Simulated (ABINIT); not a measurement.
Input of an ABINIT 10.8.3 (patched build) run:

The input run.abi:

```
# Pseudopotentials
pp_dirpath "./"
pseudos "Nb.LDA_PW-JTH.xml"

# Structure
acell 3*1.0 Angstrom
rprim
     0.0000000000     2.1150000000     2.1150000000
     2.1150000000     0.0000000000     2.1150000000
     2.1150000000     2.1150000000     0.0000000000
ntypat 1
znucl 41
natom 1
typat 1
xred
     0.0000000000     0.0000000000     0.0000000000

# Plane-wave basis
ecut 16.0
pawecutdg 32.0

# k points
kptopt 1
ngkpt 8 8 8
nshiftk 1
shiftk 0.0 0.0 0.0

# Exchange and correlation
ixc 2

# Bands and occupations
nband 11
occopt 3
tsmear 0.05 eV

# SCF cycle
nstep 100
tolvrs 1.0e-9

# Output
iomode 3
prtwf 0
prteig 0
prtebands 0
enunit 2
prtden 1
prtvha 1
prtvclmb 1
prtpot 1
```

Potentials or basis: JTH PAW LDA v2.0.

The run is started by

```sh
$ mpirun --bind-to none -np 4 abinit run.abi > log 2>&1
```

(1) Estimate the pressure.

(2) Predict the band gap on the k mesh.

Answers

(1) -11.3 GPa.

(2) none (metal or under the smearing width).
